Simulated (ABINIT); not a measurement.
Crystal: Ag.

```xyz
2
Lattice="2.9300 0.0000 0.0000 -1.4650 2.5375 0.0000 0.0000 0.0000 4.7900" Properties=species:S:1:pos:R:3 pbc="T T T"
Ag    1.4650    0.8458    3.5925
Ag    0.0000    1.6916    1.1975
```

This isn't the form of Ag at room conditions, which is fcc.

Base run:

| Property | Result |
| --- | --- |
| Program | ABINIT 10.8.3 (patched build) |
| Functional | BLYP |
| Potentials or basis | JTH PAW PBE v2.0 |
| Cutoff | 544 eV |
| k mesh | 10 × 10 × 6 |
| Occupations | fermi-dirac, width 0.05 eV |
| Spin | no spin polarisation |

Its results: band gap on the k mesh none (metal or under the smearing width); pressure 7.4 GPa.

Q: The run is repeated on the same cell with these changes: functional from BLYP to SCAN. What comes out?

A: Band gap on the k mesh none (metal or under the smearing width); pressure -4.3 GPa.

Caveats: the PAW data sets were made with another functional, which shifts forces and pressure a little.
